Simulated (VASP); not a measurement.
PbSe (Clausthalite): relaxation of cell and atoms with BLYP

Crystal: PbSe (Clausthalite).

```
CELL_PARAMETERS angstrom
0.00000 3.06065 3.06065
3.06065 0.00000 3.06065
3.06065 3.06065 0.00000
ATOMIC_POSITIONS crystal
Pb 0.00000 0.00000 0.00000
Se 0.50000 0.50000 0.50000
```

| Item | Value |
| --- | --- |
| Program | VASP 6.6.1 |
| Task | relaxation of cell and atoms |
| Functional | BLYP |
| Potentials or basis | VASP PAW PBE potentials, release 64 (Pb_d, Se) |
| Cutoff | 600 eV |
| k mesh | 8 × 8 × 8 |
| Occupations | fermi-dirac, width 0.05 eV |
| Spin | no spin polarisation |
| Further INCAR settings | ALGO = Normal; EDIFF = 1e-07; IBRION = 2; EDIFFG = -0.02; NSW = 40; ISIF = 3 |

```yaml
Relaxed_volume: 32.20 Å³/atom
Relaxed_cell: a = 4.499 Å, b = 4.499 Å, c = 4.499 Å, α = 60.00°, β = 60.00°, γ = 60.00°
Space_group_after_relaxing_to_0.05_Å: Fm-3m (No. 225)
Energy_gained_by_relaxing: 60.7 meV/atom
Ionic_steps: 3
Pressure_after_relaxing: 0.0 GPa
Band_gap_on_the_k_mesh: 0.69 eV, direct
```

Step by step:
| step | energy change (eV) | largest force (eV/Å) | pressure (GPa) | volume (Å³) |
| --- | --- | --- | --- | --- |
| 1 | 0.0000 | 0.0000 | 6.09 | 57.34 |
| 2 | -0.1106 | 0.0000 | -1.37 | 66.87 |
| 3 | -0.1213 | 0.0000 | 0.02 | 64.40 |

Final structure:
```yaml
crystal:
  lattice:
    - [0.00000, 3.18134, 3.18134]
    - [3.18134, 0.00000, 3.18134]
    - [3.18134, 3.18134, 0.00000]
  atoms:
    - { symbol: Pb, position: [0.00000, 0.00000, 0.00000] }
    - { symbol: Se, position: [0.50000, 0.50000, 0.50000] }
```

Levels at points of the mesh, in eV from the valence-band top:
| k point | band 6 | band 7 | band 8 | band 9 | band 10 | band 11 | band 12 | band 13 | band 14 |
| --- | --- | --- | --- | --- | --- | --- | --- | --- | --- |
| (0.00, 0.00, 0.00) | -12.63 | -6.52 | -1.32 | -1.32 | -1.32 | 4.40 | 4.40 | 4.40 | 7.00 |
| (0.50, 0.00, 0.00) | -11.83 | -8.24 | -0.96 | -0.96 | 0.00 | 0.69 | 1.94 | 1.94 | 8.78 |
| (0.50, 0.50, 0.00) | -11.61 | -7.27 | -3.93 | -2.46 | -2.46 | 4.51 | 5.14 | 5.14 | 5.58 |

Run time: 110 s on 1 thread of Intel(R) Xeon(R) Platinum 8488C (Sapphire Rapids), with other jobs on the host, peak memory 0.23 GiB.

The cell as given is a measured one (28.67 Å³/atom); BLYP puts the equilibrium volume +12.3 % from it, thermal expansion not counted.

Caveat: the PAW data sets were made with another functional, which shifts forces and pressure a little; spin-orbit coupling is left out, which as a rule narrows the gap of such compounds by several tenths of an eV; the volume moved by +12 % from the deposited cell, more than functionals usually miss.
